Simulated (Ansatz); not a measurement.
# KF: a vibration from a frozen displacement

Computed with DFT PBE, scalar-relativistic, plane waves, PAW in Ansatz. The runs took a 420 eV cutoff, a Γ-centred 8×8×8 mesh and Gaussian smearing (0.05 eV). No spin polarisation. Energies are free energies at this smearing, counted from the undisturbed cell; pressure is positive in compression.

The starting cell (as given, not relaxed at this level; it stands at 0.0 GPa; this CsCl-type form isn't the usual structure):

```yaml
crystal:
  lattice:
    - [3.25895, 0.00000, 0.00000]
    - [0.00000, 3.25895, 0.00000]
    - [0.00000, 0.00000, 3.25895]
  atoms:
    - { symbol: K, position: [0.00000, 0.00000, 0.00000] }
    - { symbol: F, position: [0.50000, 0.50000, 0.50000] }
```

Every F atom is moved by x along the Cartesian unit vector (0.707, -0.707, 0.000); the cell and all other atoms stay fixed. The cell's volume is 34.61 Å³; the moved atoms weigh 18.998 u together and the others 39.098 u. Some rows repeat others by symmetry and weren't run.

| x (Å) | ΔE (meV/cell) | total force on the moved atoms along the move (eV/Å) | pressure (GPa) |
| --- | --- | --- | --- |
| -0.3000 | 38.65 | 0.2967 | 1.1975 |
| -0.2625 | 28.54 | 0.2437 | 0.9054 |
| -0.2250 | 20.30 | 0.1970 | 0.6573 |
| -0.1875 | 13.71 | 0.1557 | 0.4513 |
| -0.1500 | 8.57 | 0.1192 | 0.2850 |
| -0.1125 | 4.73 | 0.0861 | 0.1576 |
| -0.0750 | 2.07 | 0.0559 | 0.0675 |
| -0.0375 | 0.51 | 0.0274 | 0.0137 |
| 0.0000 | 0.00 | 0.0000 | -0.0044 |
| 0.0375 | 0.51 | -0.0274 | 0.0137 |
| 0.0750 | 2.07 | -0.0559 | 0.0675 |
| 0.1125 | 4.73 | -0.0861 | 0.1576 |
| 0.1500 | 8.57 | -0.1192 | 0.2850 |
| 0.1875 | 13.71 | -0.1557 | 0.4513 |
| 0.2250 | 20.30 | -0.1970 | 0.6573 |
| 0.2625 | 28.54 | -0.2437 | 0.9054 |
| 0.3000 | 38.65 | -0.2967 | 1.1975 |

Q: What frequency belongs to this motion?

A: The force constant is k = −dF/dx = 0.732 eV/Å², from the parabola through x = -0.0375, 0 and 0.0375. In every cell the moved atoms swing against the rest, so the mass is μ = m₁m₂/(m₁ + m₂) = 12.786 u, and ν̃ = 521.5 cm⁻¹ × √(|k|/μ) = 125 cm⁻¹. To first order in x, and within 1 %, the force on every atom lies along the move and, within each of the two groups, in proportion to the atom's mass, so this is itself a mode at the zone centre of this cell, taken without macroscopic field (the transverse frequency in a polar insulator).

Q: How far does the harmonic law reach?

A: At x = -0.300 Å, kx²/2 = 32.92 meV against the computed 38.65 meV (+17.4 %): the well stiffens in this direction at large amplitude.

Q: The pressure changes with x². What does that say about the frequency under compression?

A: With E = k(V)x²/2, k ∝ V^(−2γ) and x scaling with the cell as V^(1/3), P − P0 = −∂E/∂V = (2γ − 2/3) ΔE/V. At x = 0.0750 Å, V(P − P0) = 34.61 × 0.07186 / 160.2 eV = 15.52 meV and ΔE = 2.07 meV, so γ = 1/3 + V(P − P0)/(2ΔE) = 4.08. This is the Grüneisen parameter of the motion under uniform scaling of the cell: shrinking the cell evenly by 1 % in volume raises the frequency by about 4.08 %.